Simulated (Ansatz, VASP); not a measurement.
## Al in VASP and in Ansatz

```xyz
1
Lattice="0.0000 2.0200 2.0200 2.0200 0.0000 2.0200 2.0200 2.0200 0.0000" Properties=species:S:1:pos:R:3 pbc="T T T"
Al    0.0000    0.0000    0.0000
```

Alike in both runs: task relaxation of cell and atoms; functional PBE; k mesh 18 × 18 × 18; occupations fermi-dirac, width 0.08 eV; no spin polarisation.

|  | VASP | Ansatz |
| --- | --- | --- |
| version | VASP 6.6.1 | Ansatz 0.2.0 |
| potentials or method | VASP PAW PBE potentials, release 64 (Al) | PAW with Ansatz's default frozen-core files, scalar-relativistic |
| plane-wave cutoff (eV) | 600 | 420 |
| valence electrons in the cell | 3 | 3 |

|  | VASP | Ansatz | Ansatz less VASP |
| --- | --- | --- | --- |
| relaxed volume (Å³/atom) | 16.48 | 16.50 | +0.014 |
| relaxed cell length with the largest relative difference (Å) | 2.857 | 2.857 | +0.0008 |

Caveats: the relaxation stopped at its first step, so nothing moved.
